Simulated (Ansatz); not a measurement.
Wanted: the native input for an Ansatz 0.2.0 run.

* Task: relaxation of cell and atoms
* Functional: r2SCAN
* Potentials or basis: Ansatz PAW
* Cutoff: 500 eV (not typed: the program's choice for these potentials)
* k mesh: 6 × 6 × 9
* Occupations: fermi-dirac, width 0.05 eV
* Spin: no spin polarisation

Crystal: TaN.

```
CELL_PARAMETERS angstrom
5.19600 0.00000 0.00000
-2.59800 4.49987 0.00000
0.00000 0.00000 2.91100
ATOMIC_POSITIONS crystal
Ta 0.00000 0.00000 0.00000
Ta 0.66667 0.33333 0.50000
Ta 0.33333 0.66667 0.50000
N 0.00000 0.39285 0.00000
N 0.60715 0.60715 0.00000
N 0.39285 0.00000 0.00000
```

One way to write it, as run:

input.yaml

```yaml
crystal:
  lattice:
    - [5.196, 0.0, 0.0]
    - [-2.598, 4.4998679981, 0.0]
    - [0.0, 0.0, 2.911]
  atoms:
    - { symbol: Ta, position: [0.0, 0.0, 0.0] }
    - { symbol: Ta, position: [0.6666666667, 0.3333333333, 0.5] }
    - { symbol: Ta, position: [0.3333333333, 0.6666666667, 0.5] }
    - { symbol: "N", position: [0.0, 0.39285, 0.0] }
    - { symbol: "N", position: [0.60715, 0.60715, 0.0] }
    - { symbol: "N", position: [0.39285, 0.0, 0.0] }
hamiltonian:
  xc: r2scan
  pseudopotentials: { kind: paw }
kpoints:
  mp_grid: { grid: [6, 6, 9] }
scf:
  occupations: { method: fermi_dirac, width: 0.05 }
output:
  forces: true
  stress: true
  eigenvalues: true
relax:
  f_tol: 0.01
  max_steps: 40
  cell: { stress_tol: 0.05 }
```

Potentials or basis: Ansatz PAW.

Launch:

```console
$ ansatz run input.yaml --threads 2 --pin off --max-ram 5632MiB --backend cpu --events-out ev --progress --plain --runs-dir out
```

It gave:

The relaxed volume is 11.36 Å³/atom, the relaxed cell is a = 5.200 Å, b = 5.200 Å, c = 2.910 Å, α = 90.00°, β = 90.00°, γ = 120.00° and the space group after relaxing (to 0.05 Å) is P-62m (No. 189). The energy gained by relaxing is 0.0 meV/atom, the ionic steps are 3 and the pressure after relaxing is 0.0 GPa. The largest force after relaxing is 0.007 eV/Å and the band gap on the k mesh is none (metal or under the smearing width).

Caveat: the plane-wave basis is chosen anew once the cell has moved, so the energies of steps on either side of that aren't comparable; the PAW data sets come from PBE, with cores solved anew for the run's functional, which leaves a small shift of forces and pressure.

Wall time 28 s on 2 threads of AMD EPYC 7R13 Processor (Zen 3) (shared host), peak memory 0.57 GiB.
